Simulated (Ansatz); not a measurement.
Crystal: CoPtO2.

```xyz
4
Lattice="1.4123 0.8154 5.9394 -1.4123 0.8154 5.9394 0.0000 -1.6307 5.9394" Properties=species:S:1:pos:R:3 pbc="T T T"
Pt    0.0000    0.0000    0.0000
Co    0.0000    0.0000    8.9091
O     0.0000    0.0000    2.0000
O     0.0000    0.0000   15.8182
```

The cell is a database's computed one.

Base run:

```yaml
Program: Ansatz 0.2.0
Functional: PBEsol
Potentials_or_basis: Ansatz PAW
Cutoff: "420 eV (not typed: the program's choice for these potentials)"
k_mesh: 9 × 9 × 9
Occupations: fermi-dirac, width 0.05 eV
Spin: collinear spin, ferromagnetic start
Starting_moments: "[0.0, 2.5, 0.0, 0.0] μB"
Fixed_moment: 2.5 μB
```

Its results: pressure 10.1 GPa; site moments Pt +0.14; Co +1.86; O +0.15 μB; largest force 1.662 eV/Å.

Q: After a change of settings the same cell gave: pressure 7.0 GPa; site moments Pt +0.15; Co +1.49; O +0.10 μB; largest force 1.124 eV/Å. Which change was it?
A. fixed moment from 2.5 μB to 0.5 μB; moments at the start from [0.0, 2.5, 0.0, 0.0] to [0.0, 0.5, 0.0, 0.0]
B. fixed moment from 2.5 μB to 2 μB; moments at the start from [0.0, 2.5, 0.0, 0.0] to [0.0, 2.0, 0.0, 0.0]
C. fixed moment from 2.5 μB to 3 μB; moments at the start from [0.0, 2.5, 0.0, 0.0] to [0.0, 3.0, 0.0, 0.0]
D. fixed moment from 2.5 μB to 1 μB; moments at the start from [0.0, 2.5, 0.0, 0.0] to [0.0, 1.0, 0.0, 0.0]

A: B.

Caveats: the total moment is fixed, so each spin has its own Fermi level; a cell with one magnetic atom can't hold antiferromagnetic order, which such compounds often take; the PAW data sets come from PBE, with cores solved anew for the run's functional, which leaves a small shift of forces and pressure; forces of over 1 eV/Å show positions far from the minimum, so gaps and moduli don't describe the material at rest; the thresholds are loose for stress.
